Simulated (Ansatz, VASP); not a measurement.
# KCl: VASP beside Ansatz

```xyz
2
Lattice="3.6340 0.0000 0.0000 0.0000 3.6340 0.0000 0.0000 0.0000 3.5613" Properties=species:S:1:pos:R:3 pbc="T T T"
K     0.0000    0.0000    0.0000
Cl    1.8170    1.8170    1.7807
```

Change from the starting cell: zz strain of -2 %.

Alike in both runs: task single point; functional PBEsol; k mesh 7 × 7 × 7; occupations fermi-dirac, width 0.01 eV; no spin polarisation.

```csv
,VASP,Ansatz
version,VASP 6.6.1,Ansatz 0.2.0
potentials or method,"VASP PAW PBE potentials, release 64 (K_sv, Cl), cutoff 520 eV","all-electron LAPW, scalar-relativistic"
```

```csv
,VASP,Ansatz,Ansatz less VASP
gap on the k mesh at the Fermi level (eV),5.42,5.42,+0.005
pressure (GPa),3.1,3.0,-0.10
largest component of the traceless stress (GPa),0.71,0.71,+0.001
```

Ansatz ran all-electron here, so the differences hold the error of VASP's frozen core and of both bases.

Caveats: the PAW data sets were made with another functional, which shifts forces and pressure a little (VASP); an odd mesh through Γ misses points on the zone boundary, where band edges often lie.
